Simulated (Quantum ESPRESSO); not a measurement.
# BeTe in Quantum ESPRESSO: convergence with smearing width

Input of the first run (smearing width 0.5 eV); the others differ in this setting and in those tied to it:

pw.in

```
&CONTROL
  calculation = 'scf'
  prefix = 'pwscf'
  outdir = './tmp'
  pseudo_dir = './pseudo'
  tprnfor = .true.
  tstress = .true.
  disk_io = 'nowf'
/
&SYSTEM
  ibrav = 0
  nat = 2
  ntyp = 2
  ecutwfc = 88
  nbnd = 16
  occupations = 'smearing'
  smearing = 'fd'
  degauss = 0.03674932
/
&ELECTRONS
  conv_thr = 4d-10
  electron_maxstep = 120
  mixing_beta = 0.5
/
ATOMIC_SPECIES
Te   127.6000 Te.upf
Be     9.0122 Be.upf
CELL_PARAMETERS angstrom
   0.0000000000    2.7700000000    2.7700000000
   2.7700000000    0.0000000000    2.7700000000
   2.7700000000    2.7700000000    0.0000000000
ATOMIC_POSITIONS crystal
Te     0.7500000000    0.7500000000    0.7500000000
Be     0.0000000000    0.0000000000    0.0000000000
K_POINTS automatic
8 8 8 0 0 0
```

Potentials or basis: PseudoDojo 0.4.1 SR PBE standard.

Command:

```bash
$ OMP_NUM_THREADS=1 pw.x -in pw.in > pw.out
```

Hardware: 1 thread of Arm Neoverse V2, with other jobs on the host.

```csv
smearing width,"energy less the tightest run, at zero smearing (meV/atom)",gap on the mesh (eV),SCF cycles,CPU time (s),peak memory (GiB)
0.5 eV,20.19,1.870,8,24,0.08
0.3 eV,1.98,1.866,8,24,0.08
0.2 eV,0.20,1.865,8,24,0.08
0.136 eV,0.01,1.865,8,23,0.08
0.1 eV,0.00,1.865,8,24,0.08
0.05 eV,0.00,1.865,8,24,0.08
0.025 eV,0.00,1.865,8,24,0.08
0.01 eV,0.00,1.865,8,23,0.08
```

Against the tightest run, the energy stays within 1 meV/atom from 0.2 eV on; the gap on the mesh stays within 0.01 eV from 0.5 eV on. The tightest run that finished is the yardstick and may itself not be fully converged.

Caveat, for the tightest run too: spin-orbit coupling is left out, which moves the levels of the heavy elements.
